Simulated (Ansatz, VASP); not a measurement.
Yb: VASP beside Ansatz

Contents of INCAR:

```
ALGO = Normal ; EDIFF = 1E-7
ENCUT = 520 ; GGA = PE
ISIF = 2 ; ISMEAR = -1
ISPIN = 2 ; LASPH = T
LCHARG = F ; LMAXMIX = 6
LORBIT = 11 ; LREAL = F
LWAVE = F ; MAGMOM = 1 1
NBANDS = 35 ; NELM = 120
PREC = Accurate ; SIGMA = 0.05
```

Contents of KPOINTS:

```
k-points
0
Gamma
  8 8 4
```

POSCAR

```
Yb
1.0
    3.8006961432      0.0000000000      0.0000000000
   -1.9003480716      3.2914994120      0.0000000000
    0.0000000000      0.0000000000      6.2555389316
Yb
2
Direct
    0.6666666667      0.3333333333      0.7500000000
    0.3333333333      0.6666666667      0.2500000000
```

The input input.yaml:

```yaml
crystal:
  lattice:
    - [3.8006961432, 0.0, 0.0]
    - [-1.9003480716, 3.291499412, 0.0]
    - [0.0, 0.0, 6.2555389316]
  atoms:
    - { symbol: Yb, position: [0.6666666667, 0.3333333333, 0.75], spin: 1.0 }
    - { symbol: Yb, position: [0.3333333333, 0.6666666667, 0.25], spin: 1.0 }
hamiltonian:
  xc: pbe
  pseudopotentials: { kind: paw }
magnetization:
  spin_polarized: true
kpoints:
  mp_grid: { grid: [8, 8, 4] }
scf:
  occupations: { method: fermi_dirac, width: 0.05 }
output:
  forces: true
  stress: true
  eigenvalues: true
```

Change from the starting cell: volume scaled by 0.94.

Alike in both runs: task single point; functional PBE; k mesh 8 × 8 × 4; occupations fermi-dirac, width 0.05 eV; collinear spin, ferromagnetic start.

|  | VASP | Ansatz |
| --- | --- | --- |
| version | VASP 6.6.1 | Ansatz 0.2.0 |
| potentials or method | VASP PAW PBE potentials, release 64 (Yb) | Ansatz PAW |
| plane-wave cutoff (eV) | 520 | 420 |
| valence electrons in the cell | 48 | 48 |

|  | VASP | Ansatz | Ansatz less VASP |
| --- | --- | --- | --- |
| gap on the k mesh at the Fermi level (eV) | none | none | - |
| pressure (GPa) | -1.8 | -1.5 | +0.30 |
| largest component of the traceless stress (GPa) | 0.02 | 0.05 | +0.027 |
| net moment per atom (μB) | 0.00 | 0.00 | 0.000 |

A gap of «none» marks a metal or a gap that the smearing closes. With one functional, cell and mesh, what is left measures potentials, basis and numerics.

Caveats: spin-orbit coupling is left out, which moves the levels of the heavy elements; the starting moments weren't kept (Ansatz). The state reached can hang on the start; a lower one may exist.
